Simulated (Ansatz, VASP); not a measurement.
One calculation of Ca, two programs

INCAR

```
ALGO = Normal
EDIFF = 1E-7
ENCUT = 520
GGA = PE
ISIF = 2
ISMEAR = -1
LASPH = T
LCHARG = F
LREAL = F
LWAVE = F
NBANDS = 17
NELM = 80
PREC = Accurate
SIGMA = 0.05
```

The input KPOINTS:

```
k-points
0
Gamma
  8 8 4
```

Contents of POSCAR:

```
Ca
1.0
    1.9712759950     -3.3954901800      0.0000000000
    1.9712759950      3.3954901800      0.0000000000
    0.0000000000      0.0000000000      6.5091117400
Ca
2
Direct
    0.1644134000      0.8355866000      0.7500000000
    0.8355866000      0.1644134000      0.2500000000
```

Contents of input.yaml:

```yaml
crystal:
  lattice:
    - [1.971275995, -3.39549018, 0.0]
    - [1.971275995, 3.39549018, 0.0]
    - [0.0, 0.0, 6.50911174]
  atoms:
    - { symbol: Ca, position: [0.1644134, 0.8355866, 0.75] }
    - { symbol: Ca, position: [0.8355866, 0.1644134, 0.25] }
hamiltonian:
  xc: pbe
  pseudopotentials: { kind: paw }
kpoints:
  mp_grid: { grid: [8, 8, 4] }
scf:
  occupations: { method: fermi_dirac, width: 0.05 }
output:
  forces: true
  stress: true
  eigenvalues: true
```

This isn't the form of Ca at room conditions, which is fcc.

Alike in both runs: task single point; functional PBE; k mesh 8 × 8 × 4; occupations fermi-dirac, width 0.05 eV; no spin polarisation.

|  | VASP | Ansatz |
| --- | --- | --- |
| version | VASP 6.6.1 | Ansatz 0.2.0 |
| potentials or method | VASP PAW PBE potentials, release 64 (Ca_sv) | Ansatz PAW |
| plane-wave cutoff (eV) | 520 | 420 |
| valence electrons in the cell | 20 | 20 |

Ansatz gave:

| Item | Value |
| --- | --- |
| gap on the k mesh at the Fermi level (eV) | none |
| pressure (GPa) | -0.5 |
| largest component of the traceless stress (GPa) | 0.15 |
| rms of the force components (eV/Å) | 0.009 |

**Question.** Which values does VASP return?

**Answer.** gap on the k mesh at the Fermi level (eV): none; pressure (GPa): -0.4; largest component of the traceless stress (GPa): 0.15; rms of the force components (eV/Å): 0.009.

Atom by atom the forces differ by 0.000 eV/Å (rms over components). A gap of «none» marks a metal or a gap that the smearing closes.
